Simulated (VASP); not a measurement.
# B (Pmmn) in VASP: a series of runs, part 2 of 2

VASP 6.6.1.

## Step 8: Elastic constants, r2SCAN

File POSCAR:

```
B
1.0
    1.6245600000      0.0000000000      0.0000000000
    0.0000000000      2.8661500000      0.0000000000
    0.0000000000      0.0000000000      3.9144000000
B
2
Direct
    0.0000000000      0.5000000000      0.6092600000
    0.5000000000      0.0000000000      0.3907400000
```

File INCAR.step1:

```
  ALGO = Normal
  EDIFF = 1E-8
  EDIFFG = -0.002
  ENCUT = 600
  IBRION = 2
  ISIF = 3
  ISMEAR = 0
  LASPH = True
  LCHARG = False
  LMIXTAU = True
  LREAL = False
  LWAVE = False
  METAGGA = R2SCAN
  NELM = 100
  NSW = 40
  PREC = Accurate
  SIGMA = 0.05
```

File INCAR.step2:

```
  ALGO = Normal
  EDIFF = 1E-8
  ENCUT = 600
  IBRION = 6
  ISIF = 3
  ISMEAR = 0
  LASPH = True
  LCHARG = False
  LMIXTAU = True
  LREAL = False
  LWAVE = False
  METAGGA = R2SCAN
  NELM = 100
  NFREE = 2
  NSW = 1
  POTIM = 0.015
  PREC = Accurate
  SIGMA = 0.05
```

File KPOINTS:

```
k-points
0
Gamma
  12 7 5
```

Potentials or basis: VASP PAW PBE potentials, release 64 (B).

Launch:

```console
cat potpaw_PBE.64/B/POTCAR > POTCAR
cp INCAR.step1 INCAR
mpirun -np 1 vasp_std > vasp.out
cp CONTCAR POSCAR
cp INCAR.step2 INCAR
mpirun -np 1 vasp_std > vasp.out
```

OUTCAR:

```text
EDIFF = 1E-8
   ENCUT = 600
   IBRION = 6
   ISIF = 3
   ISMEAR = 0
   LASPH = True
   LREAL = False
   METAGGA = R2SCAN
   NELM = 100
   NFREE = 2
   NSW = 1
   POTIM = 0.015
   PREC = Accurate

 ion  position               nearest neighbor table
   1  0.000  0.500  0.610-   2 1.84   2 1.84   2 1.84   2 1.84
   2  0.500  0.000  0.390-   1 1.84   1 1.84   1 1.84   1 1.84

  LATTYP: Found a simple orthorhombic cell.
 ALAT       =     1.6237818086
 B/A-ratio  =     1.7519346195
 C/A-ratio  =     2.3634796328

  Lattice vectors:

 A1 = (   1.6237818086,   0.0000000000,   0.0000000000)
 A2 = (   0.0000000000,   2.8447595650,   0.0000000000)
 A3 = (   0.0000000000,   0.0000000000,   3.8377752327)

Analysis of symmetry for initial positions (statically):
=====================================================================
 Subroutine PRICEL returns:
 Original cell was already a primitive cell.

 Routine SETGRP: Setting up the symmetry group for a
 simple orthorhombic supercell.

 Subroutine GETGRP returns: Found  8 space group operations
 (whereof  4 operations were pure point group operations)
 out of a pool of  8 trial point group operations.

The static configuration has the point symmetry C_2v.
 The point group associated with its full space group is D_2h.

Analysis of symmetry for dynamics (positions and initial velocities):
=====================================================================
 Subroutine PRICEL returns:
 Original cell was already a primitive cell.

 Routine SETGRP: Setting up the symmetry group for a
 simple orthorhombic supercell.

 Subroutine GETGRP returns: Found  8 space group operations
 (whereof  4 operations were pure point group operations)
 out of a pool of  8 trial point group operations.

The dynamic configuration has the point symmetry C_2v.
 The point group associated with its full space group is D_2h.

 Subroutine INISYM returns: Found  8 space group operations
 (whereof  4 operations are pure point group operations),
 and found     1 'primitive' translations

----------------------------------------------------------------------------------------

                                     Primitive cell

  volume of cell :      17.7277

  direct lattice vectors                    reciprocal lattice vectors
     1.623781809  0.000000000  0.000000000     0.615846288  0.000000000  0.000000000
     0.000000000  2.844759565  0.000000000     0.000000000  0.351523557  0.000000000
     0.000000000  0.000000000  3.837775233     0.000000000  0.000000000  0.260567631

  length of vectors
     1.623781809  2.844759565  3.837775233     0.615846288  0.351523557  0.260567631

  position of ions in fractional coordinates (direct lattice)
[... 313 lines left out ...]

 Free energy of the ion-electron system (eV)
  ---------------------------------------------------
  ext. energy  EPLUGINS =         0.00000000
  ---------------------------------------------------
  free energy    TOTEN  =       -13.72288011 eV

  energy without entropy =      -13.72245209  energy(sigma->0) =      -13.72266610

 E-fermi :   4.6240     XC(G=0): -11.0790

 val. band max:        4.4610147630   @ k =   0.3333   0.2857   0.0000
 cond. band min:       4.6478243977   @ k =   0.1667   0.2857   0.2000
 fundamental gap:      0.1868096347
 Fermi energy:         4.6239778104

 k-point     1 :       0.0000    0.0000    0.0000
  band No.  band energies     occupation
      1     -12.6768      2.00000
      2      -1.5980      2.00000
      3      -1.0616      2.00000
      4       2.2065      2.00000
      5       7.9256      0.00000
      6      13.8257      0.00000
      7      17.3338      0.00000
[... 221 lines left out ...]
 k-point    24 :       0.1667    0.4286    0.0000
  band No.  band energies     occupation
      1      -8.7941      2.00000
      2      -6.7172      2.00000
      3       2.0515      2.00000
      4       3.3926      2.00000
      5      10.8193      0.00000
      6      12.5092      0.00000
      7      19.9372      0.00000

 [... further k-points ...]

------------------------ aborting loop because EDIFF is reached ----------------------------------------

  FORCE on cell =-STRESS in cart. coord.  units (eV):
  Direction    XX          YY          ZZ          XY          YZ          ZX
  --------------------------------------------------------------------------------------
  -------------------------------------------------------------------------------------
  Total        0.0394658      0.0158694      0.1097070      0.0000000      0.0000000      0.0000000
  in kB        3.5668036      1.4342263      9.9149831      0.0000000      0.0000000      0.0000000
  external PRESSURE =       4.9720043 kB  Pullay stress =       0.0000000 kB
[... 17 lines left out ...]
  FREE ENERGIE OF THE ION-ELECTRON SYSTEM (eV)
  ---------------------------------------------------
  free  energy   TOTEN  =       -13.7228801097 eV

  energy  without entropy=      -13.7224520905  energy(sigma->0) =      -13.72266610

 INTERNAL STRAIN TENSORS FROM STRAINED CELLS
 ============================================

 INTERNAL STRAIN TENSOR FOR ION    1 for displacements in x,y,z  (eV/Angst):
          X           Y           Z          XY          YZ          ZX
  --------------------------------------------------------------------------------
  x     0.00000     0.00000     0.00000     0.00000     0.00000    -8.97604
  y     0.00000     0.00000     0.00000     0.00000    -7.81400     0.00000
  z    -4.02323     0.40247    -7.54460    -0.00063     0.00000     0.00000

 INTERNAL STRAIN TENSORS FROM DISPLACED ATOMS
 ============================================

 INTERNAL STRAIN TENSOR FOR ION    1 for displacements in x,y,z  (eV/Angst):
          X           Y           Z          XY          YZ          ZX
  --------------------------------------------------------------------------------
  x     0.00000     0.00000     0.00000     0.00000     0.00000    -8.97794
  y     0.00000     0.00000     0.00000     0.00000    -8.06497     0.00000
  z    -3.29941    -0.17045    -7.56422     0.00000     0.00000     0.00000

 INTERNAL STRAIN TENSOR FOR ION    2 for displacements in x,y,z  (eV/Angst):
          X           Y           Z          XY          YZ          ZX
  --------------------------------------------------------------------------------
  x     0.00000     0.00000     0.00000     0.00000     0.00000     8.97794
  y     0.00000     0.00000     0.00000     0.00000     8.06497     0.00000
  z     3.29941     0.17045     7.56422     0.00000     0.00000     0.00000

 Eigenvectors and eigenvalues of the dynamical matrix
 ----------------------------------------------------

   1 f  =   21.933546 THz   137.812533 2PiTHz  731.624336 cm-1    90.709816 meV
             X         Y         Z           dx          dy          dz
      0.000000  1.422380  2.342112     0.707107   -0.000000    0.000000
      0.811891  0.000000  1.495664    -0.707107    0.000000    0.000000
[... 16 lines left out ...]
   5 f  =    0.000000 THz     0.000000 2PiTHz    0.000000 cm-1     0.000000 meV
             X         Y         Z           dx          dy          dz
      0.000000  1.422380  2.342112     0.000000    0.000000    0.707107
      0.811891  0.000000  1.495664     0.000000    0.000000    0.707107

   6 f/i=    0.000000 THz     0.000002 2PiTHz    0.000008 cm-1     0.000001 meV
             X         Y         Z           dx          dy          dz
      0.000000  1.422380  2.342112     0.162460   -0.688191    0.000000
      0.811891  0.000000  1.495664     0.162460   -0.688191    0.000000

--------------------------------------------------------------------------------------------------------

 ELASTIC MODULI CONTR FROM IONIC RELAXATION (kBar)
 Direction    XX          YY          ZZ          XY          YZ          ZX
 --------------------------------------------------------------------------------
 XX        -113.5540     -5.8662   -260.3334      0.0000      0.0000      0.0000
 YY          -5.8662     -0.3030    -13.4488      0.0000      0.0000      0.0000
 ZZ        -260.3334    -13.4488   -596.8390      0.0000      0.0000      0.0000
 XY           0.0000      0.0000      0.0000      0.0000      0.0000      0.0000
 YZ           0.0000      0.0000      0.0000      0.0000   -648.0248      0.0000
 ZX           0.0000      0.0000      0.0000      0.0000      0.0000   -684.6344
 --------------------------------------------------------------------------------

 TOTAL ELASTIC MODULI (kBar)
 Direction    XX          YY          ZZ          XY          YZ          ZX
 --------------------------------------------------------------------------------
 XX       10430.8058    145.2292   -132.9601      0.0000      0.0000      0.0000
 YY         145.2292   4809.5352    -47.5116      0.0000      0.0000      0.0000
 ZZ        -132.9601    -47.5116    632.2021      0.0000      0.0000      0.0000
 XY           0.0000      0.0000      0.0000   2655.0199      0.0000      0.0000
 YZ           0.0000      0.0000      0.0000      0.0000   -159.5693      0.0000
 ZX           0.0000      0.0000      0.0000      0.0000      0.0000     91.1982
 --------------------------------------------------------------------------------
```

Run time: 8.3 min. Hardware: 1 thread of Intel Xeon 6975P-C (Granite Rapids), shared host; peak memory 0.16 GiB.

Results:

```
Relaxed volume                         : 8.86 Å³/atom
Relaxed cell                           : a = 1.624 Å, b = 2.845 Å, c = 3.838 Å, α = 90.00°, β = 90.00°, γ = 90.00°
Space group after relaxing (to 0.05 Å) : Pmmn (No. 59)
Voigt bulk modulus                     : 176 GPa
Highest phonon frequency at Γ          : 732 cm⁻¹
```

Step by step:
```
step  energy change (eV)  largest force (eV/Å)  pressure (GPa)  volume (Å³)
   1              0.0000                0.0710           -1.82        18.23
   2             -0.0014                0.0188            0.95        17.95
   3             -0.0016                0.0052            0.24        18.02
   4             -0.0018                0.0332           -0.40        17.97
   5             -0.0020                0.0146           -0.14        17.99
   6             -0.0023                0.0246           -0.28        17.96
   7             -0.0025                0.0438           -0.54        17.91
   8             -0.0026                0.0403           -0.29        17.87
   9             -0.0027                0.0360            0.04        17.82
  10             -0.0027                0.0344            0.16        17.80
  11             -0.0029                0.0187            0.12        17.77
  12             -0.0029                0.0049            0.07        17.72
  13             -0.0029                0.0019            0.07        17.72
  14             -0.0029                0.0009           -0.01        17.73
  15             -0.0029                0.0008           -0.01        17.73
  16             -0.0029                0.0000           -0.01        17.73
```

Final structure:
```
CELL_PARAMETERS angstrom
1.62378 0.00000 0.00000
0.00000 2.84476 0.00000
0.00000 0.00000 3.83778
ATOMIC_POSITIONS crystal
B 0.00000 0.50000 0.61028
B 0.50000 0.00000 0.38972
```

Phonon frequencies in cm⁻¹ (negative: imaginary):
| q point | frequencies |
| --- | --- |
| (0.000, 0.000, 0.000) | 0 0 0 660 676 732 |

Elastic tensor in Voigt notation (GPa, in the Cartesian axes of the cell as first typed):
```
1043   15  -13    0    0    0
  15  481   -5    0    0    0
 -13   -5   63    0    0    0
   0    0    0  -16    0    0
   0    0    0    0    9    0
   0    0    0    0    0  266
```

Clamped-ion elastic tensor (GPa):
```
1054   15   13    0    0    0
  15  481   -3    0    0    0
  13   -3  123    0    0    0
   0    0    0   49    0    0
   0    0    0    0   78    0
   0    0    0    0    0  266
```

Caveat: the elastic tensor has a negative eigenvalue, so either the cell is unstable as it stands or the mesh is too thin; the PAW data sets were made with another functional, which shifts forces and pressure a little.

## Step 9: Equation of state, r2SCAN

Potentials or basis: VASP PAW PBE potentials, release 64 (B).

No new run: the results of the series are fitted here.

What came out:

```
Equilibrium volume                        : 9.06 Å³/atom
Bulk modulus at fixed shape and positions : 183 GPa
Pressure derivative of the bulk modulus   : 3.4
```

Energy against volume, from the lowest point:
```tsv
volume (Å³/atom)	energy (meV/atom)
8.566	16.27
8.749	6.10
8.931	0.82
9.113	0.00
9.295	3.27
9.478	10.29
9.660	20.74
```

Caveat: the cell was scaled at fixed shape and fractional positions, which overstates the stiffness of a crystal with free parameters, most of all of layers and chains; the PAW data sets were made with another functional, which shifts forces and pressure a little.
